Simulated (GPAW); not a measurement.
Runs of GPAW 26.7.0 on Sn. Symmetry: I4/mmm, No. 139, tetragonal system. Conventional cell: a = 4.058 Å, b = 4.058 Å, c = 3.322 Å, α = 90.00°, β = 90.00°, γ = 90.00°. Sn (site symmetry 4/mmm) is surrounded by 10 Sn at 3.32 Å. This isn't the form of Sn at room conditions, which is tetragonal (white tin).

```csv
task,level,potentials or basis,smearing,smearing order,eigensolver,band path,band points,gap on the mesh (eV),pressure (GPa),V0 of scaled cells (Å³/atom),B0 (GPa)
equation of state,PBEsol,"PAW data sets generated in the run's folder for this functional, pw",methfessel-paxton 0.1 eV,1,-,-,-,-,-,26.17,(a)
equation of state,PBEsol,"PAW data sets generated in the run's folder for this functional, pw",fermi-dirac 0.05 eV,-,-,-,-,-,-,26.20,56
single point,BLYP,"PAW data sets generated in the run's folder for this functional, pw",methfessel-paxton 0.1 eV,1,davidson,-,-,none,5.3,-,-
band structure,LDA,"the program's PAW data sets (release 1.2.1) made for this functional, pw",fermi-dirac 0.05 eV,-,-,"GXMGZPNZ1M,XP",100,-,(b),-,-
single point,PBEsol,"PAW data sets generated in the run's folder for this functional, pw",gaussian 0.05 eV,-,-,-,-,none,-2.2,-,-
```

Alike in all rows: no spin polarisation; cell as given; k mesh 10 × 10 × 10; cutoff (eV) 600.

Problem. Fill in the values left out.

Solution. (a) 55; (b) -3.4.

Caveats: this smearing can pin the Fermi level at a band edge (some runs); the cell was scaled at fixed shape and fractional positions, which overstates the stiffness of a crystal with free parameters, most of all of layers and chains (some runs).

A k mesh can miss the band edges, and the runs leave out spin-orbit coupling on Sn.

A gap of «none» marks a metal or a gap under the smearing width.

Not every run made on this cell is shown here.
